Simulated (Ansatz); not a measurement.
## Electric field gradients in VO2 at a changed volume

The cell is a structure deposited in the COD, relaxed with PBE at fixed cell and then changed (volume scaled by 0.98, ions relaxed).

```yaml
crystal:
  lattice:
    - [4.52403, 0.00000, 0.00000]
    - [0.00000, 4.52403, 0.00000]
    - [0.00000, 0.00000, 2.83365]
  atoms:
    - { symbol: V, position: [0.00000, 0.00000, 0.00000] }
    - { symbol: V, position: [0.50000, 0.50000, 0.50000] }
    - { symbol: O, position: [0.29912, 0.29912, 0.00000] }
    - { symbol: O, position: [0.20088, 0.79912, 0.50000] }
    - { symbol: O, position: [0.70088, 0.70088, 0.00000] }
    - { symbol: O, position: [0.79912, 0.20088, 0.50000] }
```

Atoms are numbered from 1 in the order listed; like atoms form one site, named after its first atom.

Computed with Ansatz: DFT, PBE, plane waves and PAW, scalar-relativistic, collinear spin, 420 eV cutoff, Γ-centred 10×10×16 k-points, Fermi–Dirac smearing 0.05 eV. Start moments as typed (μB): 1 on each V, none on the rest.

V_zz is the principal component of the electric field gradient with the largest magnitude, η = (V_xx − V_yy)/V_zz and C_Q = eQV_zz/h. Directions are in the Cartesian axes of the cell vectors above, for the atom listed; none is given where the gradient is under 0.02 or η is above 0.95.

(1) What field gradients does the calculation give at each kind of site?

Answers

(1) 

```
site  first atom    first shell  V_zz (10²¹ V/m²)     η  direction of V_zz (x, y, z)
   V           1  6 O at 1.91 Å              0.68  0.66               0.00 0.00 1.00
   O           3  3 V at 1.91 Å             -2.89  0.85              -0.71 0.71 0.00
```

The run finds no gap above 0.1 eV (a metal, or nearly one), so the gradients can move by 10 % or more with the k-mesh. Semilocal functionals can leave a metal where correlation in the d or f shell opens a gap in the real compound, and that would change the values at and beside V. At this changed cell the PBE pressure is 7 GPa. All moments are parallel here, as the start or the cell imposes; many such compounds order antiparallel, where fields and spin densities carried over to other atoms largely cancel. The magnetic order is the one that the run reached from its start moments, not necessarily the measured one.

The relaxation (3 steps) took 83 s of wall time (78 s of CPU time) and 0.9 GiB at its peak, on 1 thread of Intel Xeon 6975P-C (Granite Rapids) (x86_64; 16 cores open to the job, memory cap 3.0 GiB, no GPU), a shared host with a load of 0.5 a core.
